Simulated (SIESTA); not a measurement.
Cd:

```
CELL_PARAMETERS angstrom
0.00000 2.21815 2.21815
2.21815 0.00000 2.21815
2.21815 2.21815 0.00000
ATOMIC_POSITIONS crystal
Cd 0.00000 0.00000 0.00000
```

This isn't the form of Cd at room conditions, which is hcp.

```yaml
Program: SIESTA 5.4.2
Task: single point
Functional: PBE
Potentials_or_basis: PseudoDojo 0.4 standard (PBE files)
Basis: DZP (energy shift 0.002 Ry)
Grid_cutoff: 800 Ry
Energy_shift: 0.002 Ry
k_mesh: 10 × 10 × 10
Occupations: fermi-dirac, width 0.05 eV
Spin: no spin polarisation
```

On this cell: pressure 2.1 GPa; band gap on the k mesh none (metal or under the smearing width).

The same run follows on a disturbed copy (cell strained at random at fixed volume):

```xyz
1
Lattice="-0.0280 2.2260 2.2231 2.1871 -0.0156 2.2107 2.1880 2.2144 -0.0165" Properties=species:S:1:pos:R:3 pbc="T T T"
Cd   -0.0040   -0.0322   -0.0091
```

**Question.** What does the disturbed cell give?

**Answer.** The energy (extrapolated to zero smearing) moves by -1.2 meV/atom; pressure 2.2 GPa; band gap on the k mesh none (metal or under the smearing width).

Stress tensor (GPa, compression positive):
```
 2.24 -0.40 -0.39
-0.40  2.19 -0.15
-0.39 -0.15  2.17
```

The energy falls, though the first cell shows no forces: that form is unstable against this distortion, unless noise or another electronic state is at work.

Caveats: semicore shells carry a single zeta, which can move pressures by several GPa and volumes by a few percent; the basis of atomic orbitals isn't converged, which shifts pressures, moduli and gaps.
